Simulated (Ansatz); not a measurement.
The system is BaS.

```xyz
2
Lattice="0.0000 3.1938 3.1938 3.1938 0.0000 3.1938 3.1938 3.1938 0.0000" Properties=species:S:1:pos:R:3 pbc="T T T"
Ba    0.0000    0.0000    0.0000
S     3.1938    3.1938    3.1938
```

Base run:

* Program: Ansatz 0.2.0
* Functional: PBEsol
* Potentials or basis: Ansatz PAW
* Cutoff: 420 eV (not typed: the program's choice for these potentials)
* k mesh: 5 × 5 × 5
* Occupations: fermi-dirac, width 0.05 eV
* Spin: spin-orbit coupling, no magnetisation

Its results: band gap on the k mesh 2.15 eV, indirect (least direct gap 2.24 eV); pressure -1.2 GPa.

Task: The run is repeated on the same cell with these changes: functional from PBEsol to LDA. What comes out?

Result: Band gap on the k mesh 2.07 eV, indirect (least direct gap 2.17 eV); pressure -2.5 GPa.

LDA binds more tightly than PBEsol, so the same cell stands under less pressure.

Caveats: the k mesh misses the band edges, so the gap on the mesh is wider than the one along the path; the PAW data sets come from PBE, with cores solved anew for the run's functional, which leaves a small shift of forces and pressure.
